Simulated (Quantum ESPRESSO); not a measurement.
# TaN (Pm-3m) in Quantum ESPRESSO: reference runs

How does TaN come out in PBE? The cell is run as given and disturbed.

All numbers are computed with Quantum ESPRESSO 7.5; they aren't measurements. Logs are shortened: lines on timing, memory, paths and dates and some standing lists are left out, and cuts for length are marked.

## (1) The crystal as given

It takes space group Pm-3m (No. 221, cubic). Conventional cell: a = 2.732 Å, b = 2.732 Å, c = 2.732 Å, α = 90.00°, β = 90.00°, γ = 90.00°. Ta (site symmetry m-3m) has 8 N at 2.37 Å as nearest neighbours. N (site symmetry m-3m) is surrounded by 8 Ta at 2.37 Å.

The cell comes from a database or a generator and needn't be the stable form of this composition.

## (2) Single point, PBE

File pw.in:

```
&CONTROL
  calculation = 'scf'
  prefix = 'pwscf'
  outdir = './tmp'
  pseudo_dir = './pseudo'
  tprnfor = .true.
  tstress = .true.
  disk_io = 'nowf'
/
&SYSTEM
  ibrav = 0
  nat = 2
  ntyp = 2
  ecutwfc = 60
  ecutrho = 480
  nbnd = 15
  occupations = 'smearing'
  smearing = 'fd'
  degauss = 0.00367493
/
&ELECTRONS
  conv_thr = 4d-10
  electron_maxstep = 120
  mixing_beta = 0.5
/
ATOMIC_SPECIES
Ta   180.9479 Ta_pbe_v1.uspp.F.UPF
N     14.0070 N.pbe-n-radius_5.UPF
CELL_PARAMETERS angstrom
   2.7323076900    0.0000000000    0.0000000000
   0.0000000000    2.7323076900    0.0000000000
   0.0000000000    0.0000000000    2.7323076900
ATOMIC_POSITIONS crystal
Ta     0.0000000000    0.0000000000    0.0000000000
N      0.5000000000    0.5000000000    0.5000000000
K_POINTS automatic
10 10 10 0 0 0
```

Potentials or basis: SSSP 1.3 efficiency PBE.

Run with:

```bash
> OMP_NUM_THREADS=1 pw.x -in pw.in > pw.out
```

pw.out:

```text
This program is part of the open-source Quantum ESPRESSO suite
     for quantum simulation of materials; please cite
         "P. Giannozzi et al., J. Phys.:Condens. Matter 21 395502 (2009);
         "P. Giannozzi et al., J. Phys.:Condens. Matter 29 465901 (2017);
         "P. Giannozzi et al., J. Chem. Phys. 152 154105 (2020);
     in publications or presentations arising from this work. More details at

     Message from routine setup:
     using ibrav=0 with symmetry is DISCOURAGED, use correct ibrav instead

     G-vector sticks info
     --------------------
     sticks:   dense  smooth     PW     G-vecs:    dense   smooth      PW
     Sum        1009     509    169                24405     8709    1575

     Using Slab Decomposition

     bravais-lattice index     =            0
     lattice parameter (alat)  =       5.1633  a.u.
     unit-cell volume          =     137.6529 (a.u.)^3
     number of atoms/cell      =            2
     number of atomic types    =            2
     number of electrons       =        18.00
     number of Kohn-Sham states=           15
     kinetic-energy cutoff     =      60.0000  Ry
     charge density cutoff     =     480.0000  Ry
     scf convergence threshold =      4.0E-10
     mixing beta               =       0.5000
     number of iterations used =            8  plain     mixing
     Exchange-correlation= PBE
                           (   1   4   3   4   0   0   0)

     celldm(1)=   5.163313  celldm(2)=   0.000000  celldm(3)=   0.000000
     celldm(4)=   0.000000  celldm(5)=   0.000000  celldm(6)=   0.000000

     crystal axes: (cart. coord. in units of alat)
               a(1) = (   1.000000   0.000000   0.000000 )
               a(2) = (   0.000000   1.000000   0.000000 )
               a(3) = (   0.000000   0.000000   1.000000 )

     reciprocal axes: (cart. coord. in units 2 pi/alat)
               b(1) = (  1.000000  0.000000  0.000000 )
               b(2) = (  0.000000  1.000000  0.000000 )
               b(3) = (  0.000000  0.000000  1.000000 )

     PseudoPot. # 1 for Ta read from file:
     Ta_pbe_v1.uspp.F.UPF
     Pseudo is Ultrasoft + core correction, Zval = 13.0
     Generated by new atomic code, or converted to UPF format
     Using radial grid of  921 points,  7 beta functions with:
                l(1) =   0
                l(2) =   0
                l(3) =   1
                l(4) =   1
                l(5) =   2
                l(6) =   2
                l(7) =   3
     Q(r) pseudized with  6 coefficients,  rinner =    1.300   1.300   1.300
                                                       1.300   1.300   1.300
                                                       1.300

     PseudoPot. # 2 for N  read from file:
     N.pbe-n-radius_5.UPF
     Pseudo is Ultrasoft + core correction, Zval =  5.0
     Generated using "atomic" code by A. Dal Corso  v.5.1
     Using radial grid of 1085 points,  4 beta functions with:
                l(1) =   0
                l(2) =   0
                l(3) =   1
                l(4) =   1
     Q(r) pseudized with 0 coefficients

     atomic species   valence    mass     pseudopotential
     Ta               13.00   180.94790     Ta( 1.00)
     N                 5.00    14.00700     N ( 1.00)

     48 Sym. Ops., with inversion, found

   Cartesian axes

     site n.     atom                  positions (alat units)
         1        Ta     tau(   1) = (   0.0000000   0.0000000   0.0000000  )
         2        N      tau(   2) = (   0.5000000   0.5000000   0.5000000  )

     number of k points=    56  Fermi-Dirac smearing, width (Ry)=  0.0037
                       cart. coord. in units 2pi/alat
        k(    1) = (   0.0000000   0.0000000   0.0000000), wk =   0.0020000
        k(    2) = (   0.0000000   0.0000000   0.1000000), wk =   0.0120000
        k(    3) = (   0.0000000   0.0000000   0.2000000), wk =   0.0120000
        k(    4) = (   0.0000000   0.0000000   0.3000000), wk =   0.0120000
        k(    5) = (   0.0000000   0.0000000   0.4000000), wk =   0.0120000
        k(    6) = (   0.0000000   0.0000000  -0.5000000), wk =   0.0060000
[... 48 lines left out ...]
        k(   55) = (   0.4000000  -0.5000000  -0.5000000), wk =   0.0120000
        k(   56) = (  -0.5000000  -0.5000000  -0.5000000), wk =   0.0020000

     Dense  grid:    24405 G-vectors     FFT dimensions: (  40,  40,  40)

     Smooth grid:     8709 G-vectors     FFT dimensions: (  25,  25,  25)

     Initial potential from superposition of free atoms

     starting charge      17.9989, renormalised to      18.0000

     negative rho (up, down):  9.315E-02 0.000E+00
     Starting wfcs are   17 randomized atomic wfcs

     Self-consistent Calculation

     iteration #  1     ecut=    60.00 Ry     beta= 0.50
     Davidson diagonalization with overlap
     ethr =  1.00E-02,  avg # of iterations =  3.4

     negative rho (up, down):  9.540E-02 0.000E+00

     total energy              =    -161.99648316 Ry
     estimated scf accuracy    <       0.33668625 Ry

     iteration #  2     ecut=    60.00 Ry     beta= 0.50
     Davidson diagonalization with overlap
     ethr =  1.87E-03,  avg # of iterations =  2.4

     negative rho (up, down):  9.638E-02 0.000E+00

     total energy              =    -162.08877754 Ry
     estimated scf accuracy    <       0.20649291 Ry
[... 64 lines left out ...]
     iteration # 10     ecut=    60.00 Ry     beta= 0.50
     Davidson diagonalization with overlap
     ethr =  5.90E-12,  avg # of iterations =  2.0

     negative rho (up, down):  9.834E-02 0.000E+00

     total energy              =    -162.12772343 Ry
     estimated scf accuracy    <          4.8E-10 Ry

     iteration # 11     ecut=    60.00 Ry     beta= 0.50
     Davidson diagonalization with overlap
     ethr =  2.68E-12,  avg # of iterations =  2.0

     negative rho (up, down):  9.834E-02 0.000E+00

     End of self-consistent calculation

          k = 0.0000 0.0000 0.0000 (  1045 PWs)   bands (ev):

   -47.0294 -13.0163 -13.0163 -13.0163   3.7348  17.2733  17.2733  19.4250
    19.4250  19.4250  24.6131  26.1530  26.1530  26.1530  39.9009

          k = 0.0000 0.0000 0.1000 (  1069 PWs)   bands (ev):

   -47.0206 -13.1558 -13.0040 -13.0040   3.9437  16.9353  17.3730  19.2144
    19.2144  19.5239  25.2672  26.2064  26.2627  26.2627  38.0797

          k = 0.0000 0.0000 0.2000 (  1089 PWs)   bands (ev):

   -46.9976 -13.5078 -12.9716 -12.9716   4.5163  15.6396  17.6483  18.6932
    18.6932  20.6950  26.3496  26.5627  26.5627  26.5900  35.5342

          k = 0.0000 0.0000 0.3000 (  1089 PWs)   bands (ev):

   -46.9690 -13.9192 -12.9313 -12.9313   5.3133  14.0148  18.0220  18.0990
    18.0990  22.8127  26.5339  26.9686  26.9686  27.9583  33.4259
[... 68 lines left out ...]
   -46.8783 -14.1969 -13.7106 -12.8117   6.0825  14.2977  16.4460  18.7673
    19.5616  23.9197  24.1608  24.8116  26.4374  32.3529  33.8750

          k = 0.0000 0.4000 0.4000 (  1067 PWs)   bands (ev):

   -46.8644 -14.0374 -14.0145 -12.7942   5.9460  15.1332  16.2491  19.2989
    19.3177  23.1328  23.5388  24.2374  27.3297  31.2446  36.8939

          k = 0.0000 0.4000-0.5000 (  1074 PWs)   bands (ev):

   -46.8558 -14.1358 -14.0032 -12.7830   5.9107  15.4814  16.2337  18.9819
    19.5871  23.1520  23.2987  23.5321  28.0643  32.6029  34.7427

          k = 0.0000-0.5000-0.5000 (  1092 PWs)   bands (ev):

   -46.8472 -14.1122 -14.1122 -12.7721   5.8421  16.1744  16.1744  18.4184
    20.0684  22.8835  22.8835  22.9880  29.1063  33.6215  35.0691

          k = 0.1000 0.1000 0.1000 (  1087 PWs)   bands (ev):

   -47.0032 -13.1552 -13.1158 -13.1158   4.3223  17.1075  17.1075  17.7001
    19.9218  19.9218  25.5007  25.9302  25.9302  27.6471  38.3754

          k = 0.1000 0.1000 0.2000 (  1082 PWs)   bands (ev):

   -46.9803 -13.4773 -13.1035 -13.0817   4.8169  15.8384  17.1797  17.8610
    19.4287  21.1451  25.0666  26.2920  26.3695  28.3011  36.4642

          k = 0.1000 0.1000 0.3000 (  1082 PWs)   bands (ev):

   -46.9518 -13.8814 -13.0596 -13.0393   5.4851  14.3134  17.1332  18.0600
    19.0767  22.9841  24.8559  26.6022  26.8942  28.9254  34.6385
[... 43 lines left out ...]
   -46.8700 -14.1772 -13.6949 -12.9317   6.1600  14.3697  15.9147  18.7356
    19.9108  23.3861  23.6068  26.0506  26.8174  32.4745  33.6721

          k = 0.1000 0.4000 0.4000 (  1073 PWs)   bands (ev):

   -46.8561 -14.0192 -13.9969 -12.9129   6.0535  15.0272  15.8687  18.5839
    19.7952  23.2699  23.4921  25.2750  27.4249  31.2840  36.7545

          k = 0.1000 0.4000-0.5000 (  1076 PWs)   bands (ev):

   -46.8475 -14.1172 -13.9857 -12.9009   6.0308  15.2967  15.7639  18.8533
    19.3861  23.1235  23.4871  24.8847  28.1384  32.6436  34.4758

          k = 0.1000-0.5000-0.5000 (  1076 PWs)   bands (ev):

   -46.8389 -14.0940 -14.0940 -12.8891   5.9775  15.7426  15.7426  18.8352
    19.0115  23.3908  23.3908  24.1376  29.1343  33.6459  34.7803

          k = 0.2000 0.2000 0.2000 (  1072 PWs)   bands (ev):

   -46.9350 -13.4508 -13.3618 -13.3618   5.5023  16.3887  16.3887  16.4134
    21.0189  21.0189  25.4674  26.1244  26.1244  28.4697  38.5532

          k = 0.2000 0.2000 0.3000 (  1080 PWs)   bands (ev):

   -46.9070 -13.7855 -13.3630 -13.3141   5.8839  15.1289  15.9928  17.3196
    20.6982  22.4551  24.6393  25.9283  26.9222  28.9057  37.6153

          k = 0.2000 0.2000 0.4000 (  1085 PWs)   bands (ev):

   -46.8842 -14.0836 -13.3218 -13.2751   6.2090  14.2306  15.6370  18.1497
    20.6125  23.0240  23.8675  26.5162  27.4828  30.2141  36.1069
[... 18 lines left out ...]
   -46.8481 -14.1252 -13.6537 -13.2368   6.3697  14.4024  14.9539  18.0027
    21.0848  23.2101  23.4531  27.3665  27.4173  32.6218  33.1845

          k = 0.2000 0.4000 0.4000 (  1066 PWs)   bands (ev):

   -46.8344 -13.9712 -13.9502 -13.2151   6.3562  14.5764  15.0154  17.3232
    20.9744  23.6780  24.3115  26.6757  27.6707  31.1798  35.9596

          k = 0.2000 0.4000-0.5000 (  1070 PWs)   bands (ev):

   -46.8258 -14.0680 -13.9394 -13.2011   6.3734  14.7107  14.7850  17.2367
    20.8245  24.0383  24.2801  26.4944  28.3090  32.6350  33.7279

          k = 0.2000-0.5000-0.5000 (  1072 PWs)   bands (ev):

   -46.8173 -14.0459 -14.0459 -13.1872   6.3693  14.8059  14.8059  16.8599
    20.7181  24.5829  24.5829  25.8425  29.2084  33.6613  33.9540

          k = 0.3000 0.3000 0.3000 (  1072 PWs)   bands (ev):

   -46.8518 -13.7143 -13.6393 -13.6393   6.3571  14.8969  14.8969  16.7069
    22.9443  22.9443  23.3075  27.2012  27.2012  29.2971  38.2358

          k = 0.3000 0.3000 0.4000 (  1077 PWs)   bands (ev):

   -46.8295 -13.9541 -13.6389 -13.5953   6.5616  14.3750  14.4305  16.7154
    23.0127  23.0880  24.1988  27.4372  27.7921  30.2888  35.7884

          k = 0.3000 0.3000-0.5000 (  1080 PWs)   bands (ev):

   -46.8210 -14.0600 -13.6216 -13.5783   6.6423  14.1842  14.2236  16.7336
    23.0555  23.1604  24.2813  27.8675  27.9989  32.4988  32.7682

          k = 0.3000 0.4000 0.4000 (  1072 PWs)   bands (ev):

   -46.8074 -13.9112 -13.8917 -13.5728   6.7845  13.9483  14.1383  15.8933
    23.1530  24.5433  25.2080  27.7340  27.9656  30.7502  35.0470

          k = 0.3000 0.4000-0.5000 (  1072 PWs)   bands (ev):

   -46.7989 -14.0064 -13.8815 -13.5564   6.8722  13.8578  13.9782  15.5575
    23.2475  25.2320  25.3253  27.7327  28.4698  32.3329  32.6899

          k = 0.3000-0.5000-0.5000 (  1060 PWs)   bands (ev):

   -46.7904 -13.9858 -13.9858 -13.5404   6.9614  13.8706  13.8706  15.0030
    23.3395  26.0274  26.0274  27.2291  29.3017  32.7286  32.7286

          k = 0.4000 0.4000 0.4000 (  1058 PWs)   bands (ev):

   -46.7854 -13.8688 -13.8438 -13.8438   7.1939  13.5196  13.5196  14.7200
    25.2795  25.9190  25.9190  28.1953  28.1953  30.5397  34.2323

          k = 0.4000 0.4000-0.5000 (  1074 PWs)   bands (ev):

   -46.7770 -13.9560 -13.8414 -13.8254   7.3712  13.2991  13.4233  14.2105
    26.0410  26.2013  26.6275  28.2803  28.6232  31.7283  31.7990

          k = 0.4000-0.5000-0.5000 (  1072 PWs)   bands (ev):

   -46.7686 -13.9365 -13.9365 -13.8151   7.5971  13.2209  13.2209  13.5734
    26.5581  27.4864  27.4864  28.0990  29.3786  31.3392  31.3392

          k =-0.5000-0.5000-0.5000 (  1064 PWs)   bands (ev):

   -46.7603 -13.9175 -13.9175 -13.9175   7.9102  12.9910  12.9910  12.9910
    28.3925  28.3925  28.3925  29.4083  29.4083  30.4424  30.4424

     the Fermi energy is    22.1932 ev

!    total energy              =    -162.12772343 Ry
     estimated scf accuracy    <          2.5E-11 Ry
     smearing contrib. (-TS)   =      -0.00001099 Ry
     internal energy E=F+TS    =    -162.12771243 Ry

     The total energy is F=E-TS. E is the sum of the following terms:
     one-electron contribution =      -0.60632672 Ry
     hartree contribution      =      13.14888793 Ry
     xc contribution           =     -47.87428841 Ry
     ewald contribution        =    -126.79598524 Ry

     convergence has been achieved in  11 iterations

     negative rho (up, down):  9.834E-02 0.000E+00

     Forces acting on atoms (cartesian axes, Ry/au):

     atom    1 type  1   force =     0.00000000    0.00000000    0.00000000
     atom    2 type  2   force =     0.00000000    0.00000000    0.00000000

     Total force =     0.000000     Total SCF correction =     0.000000

     Computing stress (Cartesian axis) and pressure

     negative rho (up, down):  9.834E-02 0.000E+00
          total   stress  (Ry/bohr**3)                   (kbar)     P=       55.95
   0.00038033   0.00000000   0.00000000           55.95        0.00        0.00
   0.00000000   0.00038033   0.00000000            0.00       55.95        0.00
   0.00000000   0.00000000   0.00038033            0.00        0.00       55.95

=------------------------------------------------------------------------------=
   JOB DONE.
=------------------------------------------------------------------------------=
```

It took 19 s on 1 thread of Arm Neoverse V1, shared host; peak memory 0.2 GiB.

Results:

```
Free energy            : -2205.8601 eV
Pressure               : 5.6 GPa
Band gap on the k mesh : none (metal or under the smearing width)
```

The run has no spin-orbit coupling, so splittings on Ta are missing.

(Part 1 of 2 ends here.)
